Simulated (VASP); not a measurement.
# PbSe in VASP: further runs, part 2 of 2

VASP 6.6.1.

## (5) Single point, PBEsol

INCAR reads:

```
SYSTEM = PbSe
  ADDGRID = .False.
  ALGO = Normal
  EDIFF = 1E-5
  ENCUT = 460
  GGA = PS
  ISIF = 2
  ISMEAR = 0
  LASPH = .True.
  LCHARG = .False.
  LREAL = .False.
  LWAVE = .False.
  NELM = 100
  PREC = Accurate
  SIGMA = 0.05
```

KPOINTS reads:

```
k-points
0
Gamma
  5 5 5
  0 0 0
```

POSCAR reads:

```
PbSe
1.0
    3.7843220000      0.0000000000      0.0000000000
    0.0000000000      3.7843220000      0.0000000000
    0.0000000000      0.0000000000      3.7843220000
Pb Se
1 1
Direct
    0.0499830000      0.0304240000      0.0268320000
    0.4857650000      0.4915870000      0.4882140000
```

Potentials or basis: VASP PAW PBE potentials, release 64 (Pb_d, Se).

Started as:

```
> cat potpaw_PBE.64/Pb_d/POTCAR potpaw_PBE.64/Se/POTCAR > POTCAR
> mpirun -np 1 vasp_std > vasp.out
```

OUTCAR:

```text
SYSTEM = PbSe
   EDIFF = 1E-5
   ENCUT = 460
   GGA = PS
   ISIF = 2
   ISMEAR = 0
   LASPH = .True.
   LREAL = .False.
   NELM = 100
   PREC = Accurate

 Found     63 irreducible k-points:

 Following reciprocal coordinates:
            Coordinates               Weight
  0.000000  0.000000  0.000000      1.000000
  0.200000  0.000000  0.000000      2.000000
  0.000000  0.200000  0.000000      2.000000
  0.000000  0.000000  0.200000      2.000000
  0.400000  0.000000  0.000000      2.000000
  0.000000  0.400000  0.000000      2.000000
   k-points           NKPTS =     63   k-points in BZ     NKDIM =     63   number of bands    NBANDS=     14
   number of dos      NEDOS =    301   number of ions     NIONS =      2
   total plane-waves  NPLWV =  21952
   dimension x,y,z NGX =    28 NGY =   28 NGZ =   28
   dimension x,y,z NGXF=    56 NGYF=   56 NGZF=   56
   ions per type =               1   1
   NGX,Y,Z   is equivalent  to a cutoff of  12.30, 12.30, 12.30 a.u.
   NGXF,Y,Z  is equivalent  to a cutoff of  24.60, 24.60, 24.60 a.u.
 SYSTEM =  PbSe
   PREC   = accura    normal or accurate (medium, high low for compatibility)
   ISTART =      0    job   : 0-new  1-cont  2-samecut
   ICHARG =      2    charge: 1-file 2-atom 10-const
   ISPIN  =      1    spin polarized calculation?
   LNONCOLLINEAR =      F non collinear calculations
   LSORBIT =      F    spin-orbit coupling
   LASPH  =      T    aspherical Exc in radial PAW
   ENCUT  =  460.0 eV  33.81 Ry    5.81 a.u.   6.62  6.62  6.62*2*pi/ulx,y,z
   NELM   =    100;   NELMIN=  2; NELMDL= -5     # of ELM steps
   EDIFF  = 0.1E-04   stopping-criterion for ELM
   LREAL  =      F    real-space projection
   EDIFFG = 0.1E-03   stopping-criterion for IOM
   NSW    =      0    number of steps for IOM
   IBRION =     -1    ionic relax: 0-MD 1-quasi-New 2-CG
   NFREE  =      0    steps in history (QN), initial steepest desc. (CG)
   ISIF   =      2    stress and relaxation
   ISYM   =      2    0-nonsym 1-usesym 2-fastsym
   POTIM  = 0.5000    time-step for ionic-motion
   TEBEG  =    0.0;   TEEND  =   0.0 temperature during run
   PSTRESS=    0.0 pullay stress
   NELECT =      20.0000    total number of electrons
   NUPDOWN=      -1.0000    fix difference up-down
   EMIN   =  10.00;   EMAX   =-10.00  energy-range for DOS
   EFERMI =   0.00;   METHOD = LEGACY
   ISMEAR =     0;   SIGMA  =   0.05  broadening in eV -4-tet -1-fermi 0-gaus
   EFERMI_NEDOS =   21; number of points for ismear=-14 and -15
   IALGO  =     38    algorithm
   IMIX   =      4    mixing-type and parameters
     AMIX     =   0.40;   BMIX     =  1.00
[... 22 lines left out ...]
  ext. energy  EPLUGINS =         0.00000000
  ---------------------------------------------------
  free energy    TOTEN  =        -8.49669490 eV

  energy without entropy =       -8.49667282  energy(sigma->0) =       -8.49668386

 E-fermi :   5.2444     XC(G=0): -10.0903

 val. band max:        5.1380522557   @ k =  -0.2000   0.2000   0.2000
 cond. band min:       5.3457776826   @ k =  -0.4000   0.4000   0.4000
 fundamental gap:      0.2077254269
 Fermi energy:         5.2444204349

 k-point     1 :       0.0000    0.0000    0.0000
  band No.  band energies     occupation
      1     -11.6500      2.00000
      2     -11.6416      2.00000
      3     -11.4993      2.00000
      4     -11.4992      2.00000
      5     -11.4883      2.00000
      6      -8.0915      2.00000
      7      -1.8030      2.00000
      8       3.6261      2.00000
      9       3.7004      2.00000
     10       3.7984      2.00000
     11       9.4276      0.00000
     12       9.7636      0.00000
     13      11.4507      0.00000
     14      11.7771      0.00000
[... 71 lines left out ...]
      1     -11.6415      2.00000
      2     -11.5462      2.00000
      3     -11.5354      2.00000
      4     -11.5295      2.00000
      5     -11.4926      2.00000
      6      -7.1591      2.00000
      7      -3.5483      2.00000
      8       4.1507      2.00000
      9       4.7175      2.00000
     10       4.7707      2.00000
     11       6.3247      0.00000
     12       8.8672      0.00000
     13       8.9983      0.00000
     14      11.4381      0.00000

 [... further k-points ...]

------------------------ aborting loop because EDIFF is reached ----------------------------------------

  FORCE on cell =-STRESS in cart. coord.  units (eV):
  Direction    XX          YY          ZZ          XY          YZ          ZX
  --------------------------------------------------------------------------------------
  -------------------------------------------------------------------------------------
  Total       -0.3741097     -0.5604511     -0.5614229      0.1559799      0.1169977      0.1552707
  in kB      -11.0597489    -16.5685319    -16.5972636      4.6112096      3.4587854      4.5902437
  external PRESSURE =     -14.7418482 kB  Pullay stress =       0.0000000 kB

 VOLUME and BASIS-vectors are now :
 -----------------------------------------------------------------------------
  energy-cutoff  :      460.00
  volume of cell :       54.20
      direct lattice vectors                 reciprocal lattice vectors
     3.784322000  0.000000000  0.000000000     0.264248127  0.000000000  0.000000000
     0.000000000  3.784322000  0.000000000     0.000000000  0.264248127  0.000000000
     0.000000000  0.000000000  3.784322000     0.000000000  0.000000000  0.264248127

 POSITION                                       TOTAL-FORCE (eV/Angst)
 -----------------------------------------------------------------------------------
      0.18915      0.11513      0.10154         0.145747      0.101898      0.101394
      1.83829      1.86032      1.84756        -0.145747     -0.101898     -0.101394
 -----------------------------------------------------------------------------------
    total drift:                                0.000314      0.000145      0.000167

  FREE ENERGIE OF THE ION-ELECTRON SYSTEM (eV)
  ---------------------------------------------------
  free  energy   TOTEN  =        -8.4966948956 eV

  energy  without entropy=       -8.4966728183  energy(sigma->0) =       -8.49668386
```

OSZICAR:

```text
N       E                     dE             d eps       ncg     rms          rms(c)
DAV:   1     0.143022410740E+03    0.14302E+03   -0.87406E+03  1764   0.140E+03
DAV:   2     0.267562816181E+01   -0.14035E+03   -0.13731E+03  1818   0.338E+02
DAV:   3    -0.865220556901E+01   -0.11328E+02   -0.10990E+02  2340   0.982E+01
DAV:   4    -0.888866228641E+01   -0.23646E+00   -0.23636E+00  1940   0.168E+01
DAV:   5    -0.889623855468E+01   -0.75763E-02   -0.75760E-02  2506   0.305E+00    0.280E+00
DAV:   6    -0.851145476308E+01    0.38478E+00   -0.10364E+00  2660   0.857E+00    0.160E+00
DAV:   7    -0.849883249086E+01    0.12622E-01   -0.13524E-01  1962   0.215E+00    0.797E-01
DAV:   8    -0.849707072330E+01    0.17618E-02   -0.13272E-02  2202   0.139E+00    0.957E-02
DAV:   9    -0.849668813814E+01    0.38259E-03   -0.29874E-03  2294   0.472E-01    0.614E-02
DAV:  10    -0.849669248087E+01   -0.43427E-05   -0.22077E-04  1998   0.107E-01    0.185E-02
DAV:  11    -0.849669489556E+01   -0.24147E-05   -0.19169E-05  1912   0.432E-02
   1 F= -.84966949E+01 E0= -.84966839E+01  d E =-.220773E-04
```

Wall time 31 s (1 thread of Intel Xeon Platinum 8488C (Sapphire Rapids), shared host); peak memory 0.18 GiB.

The run converged, but some of its settings lie outside the range that counts as converged, so its numbers aren't taken as properties of the crystal.

What came out:

- Free energy: -8.4967 eV
- Pressure: -1.5 GPa
- Largest force: 0.205 eV/Å
- Band gap on the k mesh: 0.21 eV, indirect (least direct gap 1.55 eV)

Caveat: the PAW data sets were made with another functional, which shifts forces and pressure a little; spin-orbit coupling is left out, which as a rule narrows the gap of such compounds by several tenths of an eV; an odd mesh through Γ misses points on the zone boundary, where band edges often lie.
